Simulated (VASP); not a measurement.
# CdSe (Cadmoselite) (P6_3mc) in VASP: notebook

The runs below take CdSe (Cadmoselite) through single point, with LDA, PBEsol, PBE, r2SCAN.

Program: VASP 6.6.1. These are calculated values, not measurements. Logs are shortened: lines on timing, memory, paths and dates and some standing lists are left out, and cuts for length are marked.

**The experiment to reproduce.**

From a printed reference work, data compilation, for a bulk crystal of CdSe at 2 K: band gap 1.841 eV.

The results are compared with them further down.

## Step 1: The cell of the first run

Symmetry: P6_3mc, No. 186, hexagonal system. The conventional cell has a = 4.249 Å, b = 4.249 Å, c = 6.936 Å, α = 90.00°, β = 90.00°, γ = 120.00°. Cd (site symmetry 3m) has 4 Se at 2.60 to 2.61 Å within 3.4 Å. Within 3.4 Å of Se (site symmetry 3m) lie 4 Cd at 2.60 to 2.61 Å.

## Step 2: Single point, LDA

Contents of INCAR:

```
ALGO     = Normal         # electronic algorithm
EDIFF    = 1E-6           # SCF threshold, eV
ENCUT    = 520            # plane-wave cutoff, eV
ISIF     = 2              # what is computed and relaxed
ISMEAR   = -1             # smearing method
LASPH    = T              # aspherical terms in the spheres
LCHARG   = T              # write CHGCAR
LELF     = T              # ELF
LREAL    = F              # projectors in reciprocal space
LVHAR    = T            
LWAVE    = F              # write WAVECAR
NBANDS   = 26             # bands
NELM     = 60             # most SCF steps
PREC     = Accurate       # precision mode
SIGMA    = 0.02           # smearing width, eV
```

Contents of KPOINTS:

```
k-points
0
Gamma
  6 6 4
```

Contents of POSCAR:

```
CdSe
1.0
    4.2492429514      0.0000000000      0.0000000000
   -2.1246214757      3.6799523428      0.0000000000
    0.0000000000      0.0000000000      6.9364528503
Cd Se
2 2
Direct
    0.3333333333      0.6666666667      0.0047143867
    0.6666666667      0.3333333333      0.5047143867
    0.3333333333      0.6666666667      0.3802856133
    0.6666666667      0.3333333333      0.8802856133
```

Potentials or basis: VASP PAW LDA potentials, release 64 (Cd, Se).

The run is started by

```bash
$ cat potpaw_LDA.64/Cd/POTCAR potpaw_LDA.64/Se/POTCAR > POTCAR
$ mpirun -np 1 vasp_std > vasp.out
```

OUTCAR:

```text
EDIFF = 1E-6
   ENCUT = 520
   ISIF = 2
   ISMEAR = -1
   LASPH = T
   LREAL = F
   NELM = 60
   PREC = Accurate

 ion  position               nearest neighbor table
   1  0.333  0.667  0.005-   4 2.60   4 2.60   4 2.60   3 2.61
   2  0.667  0.333  0.505-   3 2.60   3 2.60   3 2.60   4 2.61
   3  0.333  0.667  0.380-   2 2.60   2 2.60   2 2.60   1 2.61
   4  0.667  0.333  0.880-   1 2.60   1 2.60   1 2.60   2 2.61

  LATTYP: Found a hexagonal cell.
 ALAT       =     4.2492429514
 C/A-ratio  =     1.6323973305

  Lattice vectors:

 A1 = (   4.2492429514,   0.0000000000,   0.0000000000)
 A2 = (  -2.1246214757,   3.6799523428,   0.0000000000)
 A3 = (   0.0000000000,   0.0000000000,   6.9364528503)

Analysis of symmetry for initial positions (statically):
=====================================================================
 Subroutine PRICEL returns:
 Original cell was already a primitive cell.

 Routine SETGRP: Setting up the symmetry group for a
 hexagonal supercell.

 Subroutine GETGRP returns: Found 12 space group operations
 (whereof  6 operations were pure point group operations)
 out of a pool of 24 trial point group operations.

The static configuration has the point symmetry C_3v.
 The point group associated with its full space group is C_6v.

Analysis of symmetry for dynamics (positions and initial velocities):
=====================================================================
 Subroutine PRICEL returns:
 Original cell was already a primitive cell.

 Routine SETGRP: Setting up the symmetry group for a
 hexagonal supercell.

 Subroutine GETGRP returns: Found 12 space group operations
 (whereof  6 operations were pure point group operations)
 out of a pool of 24 trial point group operations.

The dynamic configuration has the point symmetry C_3v.
 The point group associated with its full space group is C_6v.

 Subroutine INISYM returns: Found 12 space group operations
 (whereof  6 operations are pure point group operations),
 and found     1 'primitive' translations

----------------------------------------------------------------------------------------

                                     Primitive cell

  volume of cell :     108.4654

  direct lattice vectors                    reciprocal lattice vectors
     4.249242951  0.000000000  0.000000000     0.235336038  0.135871325  0.000000000
    -2.124621476  3.679952343  0.000000000     0.000000000  0.271742650  0.000000000
     0.000000000  0.000000000  6.936452850     0.000000000  0.000000000  0.144165905

  length of vectors
     4.249242951  4.249242951  6.936452850     0.271742650  0.271742650  0.144165905

  position of ions in fractional coordinates (direct lattice)
     0.333333333  0.666666667  0.004714387
     0.666666667  0.333333333  0.504714387
     0.333333333  0.666666667  0.380285613
     0.666666667  0.333333333  0.880285613

  ion indices of the primitive-cell ions
   primitive index   ion index
                 1           1
                 2           2
                 3           3
                 4           4

----------------------------------------------------------------------------------------

 KPOINTS: k-points

Automatic generation of k-mesh.
 Grid dimensions read from file:
 generate k-points for:    6    6    4

 Generating k-lattice:

  Cartesian coordinates                     Fractional coordinates (reciprocal lattice)
     0.039222673  0.022645221  0.000000000     0.166666667  0.000000000  0.000000000
     0.000000000  0.045290442  0.000000000     0.000000000  0.166666667  0.000000000
     0.000000000  0.000000000  0.036041476     0.000000000  0.000000000  0.250000000

  Length of vectors
     0.045290442  0.045290442  0.036041476

  Shift w.r.t. Gamma in fractional coordinates (k-lattice)
     0.000000000  0.000000000  0.000000000

 Subroutine IBZKPT returns following result:
 ===========================================

 Found     21 irreducible k-points:

 Following reciprocal coordinates:
            Coordinates               Weight
  0.000000  0.000000  0.000000      1.000000
  0.166667  0.000000  0.000000      6.000000
  0.333333  0.000000  0.000000      6.000000
  0.500000  0.000000  0.000000      3.000000
  0.166667  0.166667  0.000000      6.000000
  0.333333  0.166667  0.000000     12.000000
[... 13 lines left out ...]
  0.333333  0.166667  0.500000     12.000000
  0.333333  0.333333  0.500000      2.000000
   k-points           NKPTS =     21   k-points in BZ     NKDIM =     21   number of bands    NBANDS=     26
   number of dos      NEDOS =    301   number of ions     NIONS =      4
   total plane-waves  NPLWV =  55296
   dimension x,y,z NGX =    32 NGY =   32 NGZ =   54
   dimension x,y,z NGXF=    64 NGYF=   64 NGZF=  108
   ions per type =               2   2
   NGX,Y,Z   is equivalent  to a cutoff of  12.52, 12.52, 12.94 a.u.
   NGXF,Y,Z  is equivalent  to a cutoff of  25.04, 25.04, 25.88 a.u.
 SYSTEM =  unknown system
   PREC   = accura    normal or accurate (medium, high low for compatibility)
   ISTART =      0    job   : 0-new  1-cont  2-samecut
   ICHARG =      2    charge: 1-file 2-atom 10-const
   ISPIN  =      1    spin polarized calculation?
   LNONCOLLINEAR =      F non collinear calculations
   LSORBIT =      F    spin-orbit coupling
   LASPH  =      T    aspherical Exc in radial PAW
   ENCUT  =  520.0 eV  38.22 Ry    6.18 a.u.   7.90  7.90 12.90*2*pi/ulx,y,z
   NELM   =     60;   NELMIN=  2; NELMDL= -5     # of ELM steps
   EDIFF  = 0.1E-05   stopping-criterion for ELM
   LREAL  =      F    real-space projection
   EDIFFG = 0.1E-04   stopping-criterion for IOM
   NSW    =      0    number of steps for IOM
   IBRION =     -1    ionic relax: 0-MD 1-quasi-New 2-CG
   NFREE  =      0    steps in history (QN), initial steepest desc. (CG)
   ISIF   =      2    stress and relaxation
   ISYM   =      2    0-nonsym 1-usesym 2-fastsym
   POTIM  = 0.5000    time-step for ionic-motion
   TEBEG  =    0.0;   TEEND  =   0.0 temperature during run
   PSTRESS=    0.0 pullay stress
   NELECT =      36.0000    total number of electrons
   NUPDOWN=      -1.0000    fix difference up-down
   EMIN   =  10.00;   EMAX   =-10.00  energy-range for DOS
   EFERMI =   0.00;   METHOD = LEGACY
   ISMEAR =    -1;   SIGMA  =   0.02  broadening in eV -4-tet -1-fermi 0-gaus
   EFERMI_NEDOS =   21; number of points for ismear=-14 and -15
   IALGO  =     38    algorithm
   IMIX   =      4    mixing-type and parameters
     AMIX     =   0.40;   BMIX     =  1.00
     AMIX_MAG =   1.60;   BMIX_MAG =  1.00
  volume/ion in A,a.u.               =      27.12       182.99
  Fermi-wavevector in a.u.,A,eV,Ry     =   1.133475  2.141957 17.480296  1.284765
  Thomas-Fermi vector in A             =   2.270178
   LORBIT       =      0    0 simple, 1 ext, 2 COOP (PROOUT), +10 PAW based schemes
   GGA     = CA    functional components
   LHFCALC =     F    Hartree Fock is set to
   AEXX    =    0.0000 exact exchange contribution
   IVDW    =     0    specifies the selected vdW correction
   LEPSILON=     F    determine dielectric tensor
   LRPA    =     F    only Hartree local field effects (RPA)
 non-spin polarized calculation
  energy-cutoff  :      520.00
  volume of cell :      108.47
 maximum number of plane-waves:      2952
 NGX is ok and might be reduce to    32
   NGX = 15   NGY = 15   NGZ = 25

 number of electron      36.0000009 magnetization

 Free energy of the ion-electron system (eV)
  ---------------------------------------------------
  ext. energy  EPLUGINS =         0.00000000
  ---------------------------------------------------
  free energy    TOTEN  =       -13.51279590 eV

  energy without entropy =      -13.51279586  energy(sigma->0) =      -13.51279588

 E-fermi :   1.3812     XC(G=0):  -9.4470

 val. band max:        1.1261874473   @ k =   0.0000   0.0000   0.0000
 cond. band min:       1.6218368038   @ k =   0.0000   0.0000   0.0000
 fundamental gap:      0.4956493565
 Fermi energy:         1.3812054004

 k-point     1 :       0.0000    0.0000    0.0000
  band No.  band energies     occupation
      1     -11.7425      2.00000
      2     -11.3234      2.00000
      3      -6.9586      2.00000
      4      -6.9494      2.00000
      5      -6.9494      2.00000
      6      -6.8739      2.00000
[... 18 lines left out ...]
     25       8.0656      0.00000
     26       8.7383      0.00000

 k-point     2 :       0.1667    0.0000    0.0000
  band No.  band energies     occupation
      1     -11.6510      2.00000
      2     -11.2826      2.00000
      3      -6.9300      2.00000
      4      -6.9174      2.00000
      5      -6.8852      2.00000
      6      -6.8323      2.00000
[... 18 lines left out ...]
     25       8.2587      0.00000
     26       8.7218      0.00000

 k-point     3 :       0.3333    0.0000    0.0000
  band No.  band energies     occupation
      1     -11.4510      2.00000
      2     -11.2136      2.00000
      3      -6.8815      2.00000
      4      -6.8676      2.00000
      5      -6.7577      2.00000
      6      -6.7371      2.00000
[... 18 lines left out ...]
     25       8.8540      0.00000
     26       9.3329      0.00000

 k-point     4 :       0.5000    0.0000    0.0000
  band No.  band energies     occupation
      1     -11.3308      2.00000
      2     -11.1974      2.00000
      3      -6.8662      2.00000
      4      -6.8517      2.00000
      5      -6.6942      2.00000
      6      -6.6820      2.00000
[... 18 lines left out ...]
     25       8.9928      0.00000
     26      10.7615      0.00000
[... 409 lines left out ...]
      1     -11.3605      2.00000
      2     -11.3605      2.00000
      3      -6.8420      2.00000
      4      -6.8420      2.00000
      5      -6.8183      2.00000
      6      -6.8183      2.00000
[... 18 lines left out ...]
     25       8.5438      0.00000
     26       8.5438      0.00000

 k-point    20 :       0.3333    0.1667    0.5000
  band No.  band energies     occupation
      1     -11.2568      2.00000
      2     -11.2568      2.00000
      3      -6.8163      2.00000
      4      -6.8163      2.00000
      5      -6.7775      2.00000
      6      -6.7775      2.00000
[... 18 lines left out ...]
     25       9.0362      0.00000
     26       9.0362      0.00000

 k-point    21 :       0.3333    0.3333    0.5000
  band No.  band energies     occupation
      1     -11.2232      2.00000
      2     -11.2232      2.00000
      3      -6.7902      2.00000
      4      -6.7902      2.00000
      5      -6.7778      2.00000
      6      -6.7778      2.00000
[... 18 lines left out ...]
     25       9.8757      0.00000
     26       9.8763      0.00000

------------------------ aborting loop because EDIFF is reached ----------------------------------------

  FORCE on cell =-STRESS in cart. coord.  units (eV):
  Direction    XX          YY          ZZ          XY          YZ          ZX
  --------------------------------------------------------------------------------------
  -------------------------------------------------------------------------------------
  Total        0.3298637      0.3298637      0.3422553      0.0000000     -0.0000000      0.0000000
  in kB        4.8725238      4.8725238      5.0555629      0.0000000     -0.0000000      0.0000000
  external PRESSURE =       4.9335368 kB  Pullay stress =       0.0000000 kB

 VOLUME and BASIS-vectors are now :
 -----------------------------------------------------------------------------
  energy-cutoff  :      520.00
  volume of cell :      108.47
      direct lattice vectors                 reciprocal lattice vectors
     4.249242951  0.000000000  0.000000000     0.235336038  0.135871325  0.000000000
    -2.124621476  3.679952343  0.000000000     0.000000000  0.271742650  0.000000000
     0.000000000  0.000000000  6.936452850     0.000000000  0.000000000  0.144165905

 POSITION                                       TOTAL-FORCE (eV/Angst)
 -----------------------------------------------------------------------------------
     -0.00000      2.45330      0.03270        -0.000000      0.000000      0.002366
      2.12462      1.22665      3.50093         0.000000     -0.000000      0.002366
     -0.00000      2.45330      2.63783        -0.000000      0.000000     -0.002366
      2.12462      1.22665      6.10606         0.000000     -0.000000     -0.002366
 -----------------------------------------------------------------------------------
    total drift:                               -0.000000      0.000000     -0.000154

  FREE ENERGIE OF THE ION-ELECTRON SYSTEM (eV)
  ---------------------------------------------------
  free  energy   TOTEN  =       -13.5127959017 eV

  energy  without entropy=      -13.5127958572  energy(sigma->0) =      -13.51279588
```

Run time: 47 s. Hardware: 1 thread of Intel Xeon Platinum 8259CL at 2.50GHz (Skylake/Cascade Lake), shared host; peak memory 0.21 GiB.

What came out:

```
Free energy            : -13.5128 eV
Pressure               : 0.5 GPa
Band gap on the k mesh : 0.50 eV, direct
```

Forces in eV/Å, atoms in the order of the input:
```
Cd   0.000  0.000  0.002
Cd   0.000  0.000  0.002
Se   0.000  0.000 -0.002
Se   0.000  0.000 -0.002
```

[end of part 1 of 2]
